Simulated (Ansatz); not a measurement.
## Se started on a Si site in diamond Si, 216 atoms, charge +2

All numbers come from Ansatz (PAW, plane waves, no spin–orbit coupling) at the single k point (¼, ¼, ¼) without its symmetry partners. The atoms were relaxed with PBEsol in a fixed cell; other functionals are single points on those atoms unless said otherwise. The valence top and gap of the host come from its small cell on a dense mesh, with the band extrema sought between the mesh points, lined up by the mean potential, PBEsol gap 0.46 eV, HSE06 gap 1.13 eV. The charge correction uses an assumed dielectric constant of 11.7.

Cell: a = 16.298 Å, b = 16.298 Å, c = 16.298 Å, α = 90.00°, β = 90.00°, γ = 90.00°.

Nearest atoms after relaxation, from the placed atom (for vacancies from the middle of the vacant sites): Si at 2.50 Å, Si at 2.50 Å, Si at 2.51 Å, Si at 2.51 Å.

Chemical potentials μ are those of reference phases of the elements at zero temperature by the same functional (the usual solids, diamond for C, grey Sn, and the molecules H2, N2, O2, F2, Cl2, Br2 and S8).

```
functional  E(defect) − E(host) − Σ nμ + q·E_VBM (eV)  monopole (eV)  alignment (eV)  formation energy at E_F = VBM (eV)  moment (μB)              wall time, shared host
    PBEsol                                       0.35           0.43            0.00                                0.78  0 (no spin)  9.9 s on NVIDIA GB200 (relaxation)
     HSE06                                      -0.31           0.43            0.02                                0.14  0 (no spin)             3.8 min on NVIDIA GB200
```

How does the monopole term follow by hand for this cubic cell?

q²·α·e²/(4πε₀)/(2εL) with the Madelung constant α = 2.837 and e²/4πε₀ = 14.40 eV·Å: 4 × 2.837 × 14.40 / (2 × 11.7 × 16.298) = 0.43 eV.

HSE06 one-electron levels near the gap (the ten most localised at most), from the host's valence top, not corrected for the charge's images:

| level (eV) | spin | filling | atoms sharing it | element of the atom with most weight |
| --- | --- | --- | --- | --- |
| -0.14 | both | 2.00 | 207.2 | spread |
| -0.14 | both | 2.00 | 207.3 | spread |
| 0.95 | both | 0.00 | 27.8 | Si |
| 1.34 | both | 0.00 | 174.9 | spread |
| 1.35 | both | 0.00 | 177.5 | spread |
| 1.40 | both | 0.00 | 150.1 | spread |

One k point and a cell of this size can leave errors of several tenths of an eV in such numbers.
